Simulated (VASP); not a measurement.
# B (Pm-3m) in VASP: further runs

Runs on B. Level: PBE. Tasks: single point, relaxation of cell and atoms.

Program: VASP 6.6.1. These are calculated values, not measurements. Logs are shortened: lines on timing, memory, paths and dates and some standing lists are left out, and cuts for length are marked.

**1. The cell of the first run**

Symmetry: Pm-3m, No. 221, cubic system. The conventional cell has a = 1.885 Å, b = 1.885 Å, c = 1.885 Å, α = 90.00°, β = 90.00°, γ = 90.00°. B (site symmetry m-3m) has 6 B at 1.88 Å as nearest neighbours.

The cell was built by a generator and needn't be a form met in nature.

**2. Single point, PBE (random cell by space group and Wyckoff sites (Pmmm, No. 47))**

INCAR reads:

```
PREC = Accurate
ENCUT = 520
EDIFF = 1E-7
ISMEAR = 0
SIGMA = 0.1
LREAL = False
LASPH = True
NELM = 100
ALGO = Normal
ISIF = 2
LWAVE = False
LCHARG = False
GGA = PE
NBANDS = 8
```

KPOINTS reads:

```
regular mesh
0
Gamma
  28 28 28
```

POSCAR reads:

```
B
1.0
    1.8848708665      0.0000000000      0.0000000000
    0.0000000000      1.8848708665      0.0000000000
    0.0000000000      0.0000000000      1.8848708665
B
1
Direct
    0.5000000000      0.5000000000      0.5000000000
```

Potentials or basis: VASP PAW PBE potentials, release 64 (B).

Started as:

```console
$ cat potpaw_PBE.64/B/POTCAR > POTCAR
$ mpirun -np 1 vasp_std > vasp.out
```

OUTCAR:

```text
PREC = Accurate
   ENCUT = 520
   EDIFF = 1E-7
   ISMEAR = 0
   LREAL = False
   LASPH = True
   NELM = 100
   ISIF = 2
   GGA = PE

 ion  position               nearest neighbor table
   1  0.500  0.500  0.500-

  LATTYP: Found a simple cubic cell.
 ALAT       =     1.8848708665

  Lattice vectors:

 A1 = (   1.8848708665,   0.0000000000,   0.0000000000)
 A2 = (   0.0000000000,   1.8848708665,   0.0000000000)
 A3 = (   0.0000000000,   0.0000000000,   1.8848708665)

Analysis of symmetry for initial positions (statically):
=====================================================================
 Subroutine PRICEL returns:
 Original cell was already a primitive cell.

 Routine SETGRP: Setting up the symmetry group for a
 simple cubic supercell.

 Subroutine GETGRP returns: Found 48 space group operations
 (whereof 48 operations were pure point group operations)
 out of a pool of 48 trial point group operations.

The static configuration has the point symmetry O_h .

Analysis of symmetry for dynamics (positions and initial velocities):
=====================================================================
 Subroutine PRICEL returns:
 Original cell was already a primitive cell.

 Routine SETGRP: Setting up the symmetry group for a
 simple cubic supercell.

 Subroutine GETGRP returns: Found 48 space group operations
 (whereof 48 operations were pure point group operations)
 out of a pool of 48 trial point group operations.

The dynamic configuration has the point symmetry O_h .

 Subroutine INISYM returns: Found 48 space group operations
 (whereof 48 operations are pure point group operations),
 and found     1 'primitive' translations

----------------------------------------------------------------------------------------

                                     Primitive cell

  volume of cell :       6.6965

  direct lattice vectors                    reciprocal lattice vectors
     1.884870867  0.000000000  0.000000000     0.530540324  0.000000000  0.000000000
     0.000000000  1.884870867  0.000000000     0.000000000  0.530540324  0.000000000
     0.000000000  0.000000000  1.884870867     0.000000000  0.000000000  0.530540324

  length of vectors
     1.884870867  1.884870867  1.884870867     0.530540324  0.530540324  0.530540324

  position of ions in fractional coordinates (direct lattice)
     0.500000000  0.500000000  0.500000000

  ion indices of the primitive-cell ions
   primitive index   ion index
                 1           1

----------------------------------------------------------------------------------------

 KPOINTS: regular mesh

Automatic generation of k-mesh.
 Grid dimensions read from file:
 generate k-points for:   28   28   28

 Generating k-lattice:

  Cartesian coordinates                     Fractional coordinates (reciprocal lattice)
     0.018947869  0.000000000  0.000000000     0.035714286  0.000000000  0.000000000
     0.000000000  0.018947869  0.000000000     0.000000000  0.035714286  0.000000000
     0.000000000  0.000000000  0.018947869     0.000000000  0.000000000  0.035714286

  Length of vectors
     0.018947869  0.018947869  0.018947869

  Shift w.r.t. Gamma in fractional coordinates (k-lattice)
     0.000000000  0.000000000  0.000000000

 Subroutine IBZKPT returns following result:
 ===========================================

 Found    680 irreducible k-points:

 Following reciprocal coordinates:
            Coordinates               Weight
  0.000000  0.000000  0.000000      1.000000
  0.035714  0.000000  0.000000      6.000000
  0.071429  0.000000  0.000000      6.000000
  0.107143  0.000000  0.000000      6.000000
  0.142857  0.000000  0.000000      6.000000
  0.178571  0.000000  0.000000      6.000000
[... 16 lines left out ...]
  0.285714  0.035714  0.000000     24.000000
  0.321429  0.035714  0.000000     24.000000
 [... further k-points ...]
   k-points           NKPTS =    680   k-points in BZ     NKDIM =    680   number of bands    NBANDS=      8
   number of dos      NEDOS =    301   number of ions     NIONS =      1
   total plane-waves  NPLWV =   2744
   dimension x,y,z NGX =    14 NGY =   14 NGZ =   14
   dimension x,y,z NGXF=    28 NGYF=   28 NGZF=   28
   ions per type =               1
   NGX,Y,Z   is equivalent  to a cutoff of  12.35, 12.35, 12.35 a.u.
   NGXF,Y,Z  is equivalent  to a cutoff of  24.70, 24.70, 24.70 a.u.
 SYSTEM =  unknown system
   PREC   = accura    normal or accurate (medium, high low for compatibility)
   ISTART =      0    job   : 0-new  1-cont  2-samecut
   ICHARG =      2    charge: 1-file 2-atom 10-const
   ISPIN  =      1    spin polarized calculation?
   LNONCOLLINEAR =      F non collinear calculations
   LSORBIT =      F    spin-orbit coupling
   LASPH  =      T    aspherical Exc in radial PAW
   ENCUT  =  520.0 eV  38.22 Ry    6.18 a.u.   3.50  3.50  3.50*2*pi/ulx,y,z
   NELM   =    100;   NELMIN=  2; NELMDL= -5     # of ELM steps
   EDIFF  = 0.1E-06   stopping-criterion for ELM
   LREAL  =      F    real-space projection
   EDIFFG = 0.1E-05   stopping-criterion for IOM
   NSW    =      0    number of steps for IOM
   IBRION =     -1    ionic relax: 0-MD 1-quasi-New 2-CG
   NFREE  =      0    steps in history (QN), initial steepest desc. (CG)
   ISIF   =      2    stress and relaxation
   ISYM   =      2    0-nonsym 1-usesym 2-fastsym
   POTIM  = 0.5000    time-step for ionic-motion
   TEBEG  =    0.0;   TEEND  =   0.0 temperature during run
   PSTRESS=    0.0 pullay stress
   NELECT =       3.0000    total number of electrons
   NUPDOWN=      -1.0000    fix difference up-down
   EMIN   =  10.00;   EMAX   =-10.00  energy-range for DOS
   EFERMI =   0.00;   METHOD = LEGACY
   ISMEAR =     0;   SIGMA  =   0.10  broadening in eV -4-tet -1-fermi 0-gaus
   EFERMI_NEDOS =   21; number of points for ismear=-14 and -15
   IALGO  =     38    algorithm
   IMIX   =      4    mixing-type and parameters
     AMIX     =   0.40;   BMIX     =  1.00
     AMIX_MAG =   1.60;   BMIX_MAG =  1.00
  volume/ion in A,a.u.               =       6.70        45.19
  Fermi-wavevector in a.u.,A,eV,Ry     =   1.252661  2.367187 21.349721  1.569160
  Thomas-Fermi vector in A             =   2.386551
   LORBIT       =      0    0 simple, 1 ext, 2 COOP (PROOUT), +10 PAW based schemes
   GGA     = PE    functional components
   LHFCALC =     F    Hartree Fock is set to
   AEXX    =    0.0000 exact exchange contribution
   IVDW    =     0    specifies the selected vdW correction
   LEPSILON=     F    determine dielectric tensor
   LRPA    =     F    only Hartree local field effects (RPA)
 non-spin polarized calculation
 Gauss-broadening in eV      SIGMA  =   0.10
  energy-cutoff  :      520.00
  volume of cell :        6.70
 maximum number of plane-waves:       192
   NGX =  7   NGY =  7   NGZ =  7

 number of electron       3.0000000 magnetization

 Free energy of the ion-electron system (eV)
  ---------------------------------------------------
  ext. energy  EPLUGINS =         0.00000000
  ---------------------------------------------------
  free energy    TOTEN  =        -5.60869653 eV

  energy without entropy =       -5.60675135  energy(sigma->0) =       -5.60772394

 E-fermi :   7.0412     XC(G=0): -12.3824

 val. band max:        7.0210434837   @ k =   0.4286   0.4286   0.2143
 cond. band min:       7.0435038259   @ k =   0.4643   0.4643   0.2857
 fundamental gap:      0.0224603421
 Fermi energy:         7.0412307867

 k-point     1 :       0.0000    0.0000    0.0000
  band No.  band energies     occupation
      1      -8.7560      2.00000
      2      20.6446      0.00000
      3      20.6446      0.00000
      4      20.6446      0.00000
      5      31.0775      0.00000
      6      31.0775      0.00000
      7      40.1563      0.00000
      8      60.3695      0.00000

 k-point     2 :       0.0357    0.0000    0.0000
  band No.  band energies     occupation
      1      -8.7126      2.00000
      2      20.1640      0.00000
      3      20.6810      0.00000
      4      20.6810      0.00000
      5      31.1282      0.00000
      6      31.6072      0.00000
      7      40.1310      0.00000
      8      60.0137      0.00000

 k-point     3 :       0.0714    0.0000    0.0000
  band No.  band energies     occupation
      1      -8.5824      2.00000
      2      18.9450      0.00000
      3      20.7897      0.00000
      4      20.7897      0.00000
      5      31.2801      0.00000
      6      32.9646      0.00000
      7      40.0627      0.00000
      8      59.0105      0.00000

 k-point     4 :       0.1071    0.0000    0.0000
  band No.  band energies     occupation
      1      -8.3656      2.00000
      2      17.3458      0.00000
      3      20.9685      0.00000
      4      20.9685      0.00000
      5      31.5325      0.00000
      6      34.7536      0.00000
      7      39.9825      0.00000
      8      57.5363      0.00000

 k-point     5 :       0.1429    0.0000    0.0000
  band No.  band energies     occupation
      1      -8.0623      2.00000
      2      15.5903      0.00000
      3      21.2136      0.00000
      4      21.2136      0.00000
      5      31.8844      0.00000
      6      36.6259      0.00000
      7      40.0026      0.00000
      8      55.8010      0.00000
[... 177 lines left out ...]
 k-point    22 :       0.2500    0.0357    0.0000
  band No.  band energies     occupation
      1      -6.5939      2.00000
      2      10.2751      0.00000
      3      21.9141      0.00000
      4      22.3141      0.00000
      5      33.8816      0.00000
      6      38.1048      0.00000
      7      44.0525      0.00000
      8      50.0303      0.00000

 k-point    23 :       0.2857    0.0357    0.0000
  band No.  band energies     occupation
      1      -5.9496      2.00000
      2       8.5860      0.00000
      3      22.3557      0.00000
      4      22.7423      0.00000
      5      34.5867      0.00000
      6      37.8036      0.00000
      7      45.8363      0.00000
      8      48.4406      0.00000

 k-point    24 :       0.3214    0.0357    0.0000
  band No.  band energies     occupation
      1      -5.2229      2.00000
      2       6.9648      1.72007
      3      22.8086      0.00000
      4      23.1792      0.00000
      5      35.3615      0.00000
      6      37.4761      0.00000
      7      46.6979      0.00000
      8      47.3142      0.00000

 [... further k-points ...]
[... 5 lines left out ...]
  --------------------------------------------------------------------------------------
  -------------------------------------------------------------------------------------
  Total        0.0040687      0.0040687      0.0040687     -0.0000000     -0.0000000      0.0000000
  in kB        0.9734680      0.9734680      0.9734680     -0.0000000     -0.0000000      0.0000000
  external PRESSURE =       0.9734680 kB  Pullay stress =       0.0000000 kB

 VOLUME and BASIS-vectors are now :
 -----------------------------------------------------------------------------
  energy-cutoff  :      520.00
  volume of cell :        6.70
      direct lattice vectors                 reciprocal lattice vectors
     1.884870867  0.000000000  0.000000000     0.530540324  0.000000000  0.000000000
     0.000000000  1.884870867  0.000000000     0.000000000  0.530540324  0.000000000
     0.000000000  0.000000000  1.884870867     0.000000000  0.000000000  0.530540324

 POSITION                                       TOTAL-FORCE (eV/Angst)
 -----------------------------------------------------------------------------------
      0.94244      0.94244      0.94244         0.000000      0.000000      0.000000
 -----------------------------------------------------------------------------------
    total drift:                                0.000000      0.000000     -0.000000

  FREE ENERGIE OF THE ION-ELECTRON SYSTEM (eV)
  ---------------------------------------------------
  free  energy   TOTEN  =        -5.6086965259 eV

  energy  without entropy=       -5.6067513468  energy(sigma->0) =       -5.60772394
```

It took 13 s on 1 thread of Intel Xeon Platinum 8375C at 2.90GHz (Ice Lake), shared host; peak memory 0.13 GiB.

What came out:

```yaml
Free_energy: -5.6087 eV
Pressure: 0.1 GPa
Band_gap_on_the_k_mesh: none (metal or under the smearing width)
```

**3. Relaxation of cell and atoms, PBE (random cell by space group and Wyckoff sites (Pmmm, No. 47))**

INCAR reads:

```
PREC = Accurate
ENCUT = 600
EDIFF = 1E-6
ISMEAR = 0
SIGMA = 0.1
LREAL = False
LASPH = True
NELM = 100
ALGO = Fast
ISIF = 3
LWAVE = False
LCHARG = False
GGA = PE
IBRION = 2
NSW = 100
EDIFFG = -0.01
```

KPOINTS reads:

```
Automatic mesh
0
Gamma
  28 28 28
```

POSCAR is that of step 2.

Potentials or basis: VASP PAW PBE potentials, release 64 (B).

Started as:

```console
$ cat potpaw_PBE.64/B/POTCAR > POTCAR
$ mpirun -np 1 vasp_std > vasp.out
```

OUTCAR:

```text
PREC = Accurate
   ENCUT = 600
   EDIFF = 1E-6
   ISMEAR = 0
   LREAL = False
   LASPH = True
   NELM = 100
   ISIF = 3
   GGA = PE
   IBRION = 2
   NSW = 100
   EDIFFG = -0.01

 ion  position               nearest neighbor table
   1  0.500  0.500  0.500-

  LATTYP: Found a simple cubic cell.
 ALAT       =     1.8848708665

  Lattice vectors:

 A1 = (   1.8848708665,   0.0000000000,   0.0000000000)
 A2 = (   0.0000000000,   1.8848708665,   0.0000000000)
[... 369 lines left out ...]
 k-point    24 :       0.3214    0.0357    0.0000
  band No.  band energies     occupation
      1      -5.2232      2.00000
      2       6.9642      1.71721
      3      22.8072      0.00000
      4      23.1777      0.00000
      5      35.3603      0.00000

 [... further k-points ...]
[... 5 lines left out ...]
  --------------------------------------------------------------------------------------
  -------------------------------------------------------------------------------------
  Total        0.0025287      0.0025287      0.0025287     -0.0000000     -0.0000000      0.0000000
  in kB        0.6050144      0.6050144      0.6050144     -0.0000000     -0.0000000      0.0000000
  external PRESSURE =       0.6050144 kB  Pullay stress =       0.0000000 kB

 VOLUME and BASIS-vectors are now :
 -----------------------------------------------------------------------------
  energy-cutoff  :      600.00
  volume of cell :        6.70
      direct lattice vectors                 reciprocal lattice vectors
     1.884870867  0.000000000  0.000000000     0.530540324  0.000000000  0.000000000
     0.000000000  1.884870867  0.000000000     0.000000000  0.530540324  0.000000000
     0.000000000  0.000000000  1.884870867     0.000000000  0.000000000  0.530540324

 POSITION                                       TOTAL-FORCE (eV/Angst)
 -----------------------------------------------------------------------------------
      0.94244      0.94244      0.94244         0.000000      0.000000      0.000000
 -----------------------------------------------------------------------------------
    total drift:                                0.000000      0.000000      0.000000

  FREE ENERGIE OF THE ION-ELECTRON SYSTEM (eV)
  ---------------------------------------------------
  free  energy   TOTEN  =        -5.6096660195 eV

  energy  without entropy=       -5.6077207384  energy(sigma->0) =       -5.60869338

 reached required accuracy - stopping structural energy minimisation
```

CONTCAR:

```text
B
   1.00000000000000
     1.8848708665000000    0.0000000000000000    0.0000000000000000
     0.0000000000000000    1.8848708665000000    0.0000000000000000
     0.0000000000000000    0.0000000000000000    1.8848708665000000
  B
     1
Direct
     0.5000000000000000    0.5000000000000000    0.5000000000000000

  0.00000000E+00  0.00000000E+00  0.00000000E+00
```

Wall time 12 s (1 thread of Intel Xeon Platinum 8375C at 2.90GHz (Ice Lake), shared host); peak memory 0.14 GiB.

What came out:

```
Free energy             : -5.6097 eV
Pressure after relaxing : 0.1 GPa
Band gap on the k mesh  : none (metal or under the smearing width)
```

Final structure:
```
B
1.0
     1.88487    0.00000    0.00000
     0.00000    1.88487    0.00000
     0.00000    0.00000    1.88487
B
1
Direct
  0.50000 0.50000 0.50000
```

Caveat: the relaxation stopped at its first step, so nothing moved.

[end of part 1 of 2]
